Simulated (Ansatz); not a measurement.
# As: levels along high-symmetry lines

```yaml
crystal:
  lattice:
    - [2.72930, 0.00000, 0.00000]
    - [0.00000, 2.72930, 0.00000]
    - [0.00000, 0.00000, 2.72930]
  atoms:
    - { symbol: As, position: [0.00000, 0.00000, 0.00000] }
```

The cell was built from the sc type and relaxed in the same program, and has space group Pm-3m; it needn't be a known or the stable phase.

Method: DFT, PBE, all-electron LAPW, Dirac equation with spin-orbit coupling in Ansatz 0.2.0.

Sampling and basis: a Γ-centred 13×13×13 k mesh, Fermi–Dirac smearing of 0.03 eV, basis error target 0.5 meV/atom, no spin polarisation.

Points in fractions of the reciprocal vectors of this cell: Γ (0, 0, 0), X (0, 0.5, 0), M (0.5, 0.5, 0), R (0.5, 0.5, 0.5). The path joins them by straight lines in the order Γ–X–M–Γ–R–X–R–M; legs that retrace an earlier one aren't tabulated. Energies are in eV from the Fermi level.

Q: Metal or insulator at this level of theory?

A: No gap opens: metallic or semimetallic.

Q: Tabulate bands 20 to 25, counted from the lowest band of the run, along the path.

A: 
```csv
k (1/Å),point,band 20,band 21,band 22,band 23,band 24,band 25
0.00,Γ,-14.82,3.65,3.65,4.09,4.09,4.09
0.23,,-14.64,1.96,1.96,3.97,3.97,4.25
0.46,,-14.12,-1.02,-1.02,4.39,4.39,4.70
0.69,,-13.29,-3.75,-3.75,5.03,5.03,5.36
0.92,,-12.33,-5.88,-5.88,5.66,5.66,6.02
1.15,X,-11.80,-6.81,-6.81,5.95,5.95,6.32
1.38,,-11.62,-6.64,-6.64,4.41,4.41,6.30
1.61,,-11.09,-6.14,-6.14,1.58,1.58,6.71
1.84,,-10.25,-5.40,-5.40,-1.10,-1.10,5.27
2.07,,-9.25,-4.62,-4.62,-3.25,-3.25,3.32
2.30,M,-8.67,-4.32,-4.32,-4.13,-4.13,2.55
2.63,,-9.80,-3.83,-3.83,-3.48,-3.48,4.10
2.95,,-11.76,-2.60,-2.60,-2.06,-2.06,6.42
3.28,,-13.41,-0.62,-0.62,-0.09,-0.09,5.15
3.60,,-14.47,1.94,1.94,2.33,2.33,4.27
3.93,Γ,-14.82,3.65,3.65,4.09,4.09,4.09
4.33,,-14.29,2.00,2.00,2.26,2.26,2.67
4.73,,-12.71,-0.09,-0.09,0.13,0.13,0.90
5.13,,-10.22,-1.39,-1.39,-1.17,-1.17,-0.19
5.52,,-7.21,-1.92,-1.92,-1.68,-1.68,-0.96
5.92,R,-5.23,-2.10,-2.10,-1.75,-1.75,-1.75
6.25,,-6.60,-2.56,-2.56,-1.46,-1.46,-0.80
6.57,,-8.69,-4.04,-4.04,-0.24,-0.24,0.84
6.90,,-10.38,-5.49,-5.49,1.74,1.74,2.78
7.23,,-11.44,-6.47,-6.47,4.27,4.27,4.94
7.55,X,-11.80,-6.81,-6.81,5.95,5.95,6.32
9.18,R,-5.23,-2.10,-2.10,-1.75,-1.75,-1.75
9.41,,-5.95,-2.33,-2.33,-2.09,-2.09,-0.76
9.64,,-7.06,-3.02,-3.02,-2.81,-2.81,1.47
9.87,,-7.94,-3.70,-3.70,-3.50,-3.50,3.28
10.10,,-8.48,-4.16,-4.16,-3.97,-3.97,2.73
10.33,M,-8.67,-4.32,-4.32,-4.13,-4.13,2.55
```
